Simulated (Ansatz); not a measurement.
Crystal: CdSe.

```
Cd Se
1.0
     0.00000    3.07027    3.07027
     3.07027    0.00000    3.07027
     3.07027    3.07027    0.00000
Cd Se
1 1
Direct
  0.00000 0.00000 0.00000
  0.25000 0.25000 0.25000
```

Measurements of this composition are mostly on another form, of space group No. 186.

Base run:

| Quantity | Value |
| --- | --- |
| Program | Ansatz 0.2.0 |
| Functional | PBE |
| Potentials or basis | all-electron LAPW, scalar-relativistic |
| Cutoff | 266 eV |
| Density cutoff | 1065 eV |
| Basis error allowed | 0.001 eV/atom |
| k mesh | 6 × 6 × 6 |
| Occupations | fermi-dirac, width 0.05 eV |
| Spin | no spin polarisation |

Its results: band gap on the k mesh 0.55 eV, direct; pressure 1.3 GPa.

**Question.** After a change of settings the same cell gave: band gap on the k mesh 0.47 eV, direct; pressure 4.0 GPa. Which change was it?
A. functional from PBE to BLYP; k mesh from 6 × 6 × 6 to 8 × 8 × 8
B. k mesh from 6 × 6 × 6 to 8 × 8 × 8
C. potentials or basis from all-electron LAPW, scalar-relativistic to all-electron PAW datasets made for the crystal; k mesh from 6 × 6 × 6 to 4 × 4 × 4
D. functional from PBE to PBEsol; potentials or basis from all-electron LAPW, scalar-relativistic to all-electron PAW datasets made for the crystal

**Answer.** A.

Not every run made on this cell is shown here.
